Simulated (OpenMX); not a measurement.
TiSi2:

```
Ti Si
1.0
     0.00000    4.11752    4.26290
     2.38951    0.00000    4.26290
     2.38951    4.11752    0.00000
Ti Si
2 4
Direct
  0.75000 0.75000 0.75000
  0.50000 0.50000 0.50000
  0.41257 0.08743 0.41257
  0.08743 0.41257 0.08743
  0.16257 0.83743 0.16257
  0.83743 0.16257 0.83743
```

The cell is a database's computed one.

Base run:

| Property | Result |
| --- | --- |
| Program | OpenMX 3.8.5 |
| Functional | PBE |
| Potentials or basis | OpenMX 2013 PBE set, Ti7.0-s3p2d2, Si7.0-s2p2d1, grid cutoff 400 Ry |
| k mesh | 7 × 7 × 7 |
| Occupations | fermi-dirac, width 0.05 eV |
| Spin | no spin polarisation |

Its results: pressure 3.0 GPa; largest force 0.026 eV/Å.

Task: The run is repeated on the same cell with these changes: functional from PBE to LDA; potentials or basis from OpenMX 2013 PBE set, Ti7.0-s3p2d2, Si7.0-s2p2d1, grid cutoff 400 Ry to OpenMX 2013 LDA set, Ti7.0-s3p2d2, Si7.0-s2p2d1, grid cutoff 400 Ry. What comes out?

Result: Pressure -4.6 GPa; largest force 0.032 eV/Å.

Caveats: the basis of atomic orbitals isn't converged, which shifts pressures, moduli and gaps.

Not every run made on this cell is shown here.
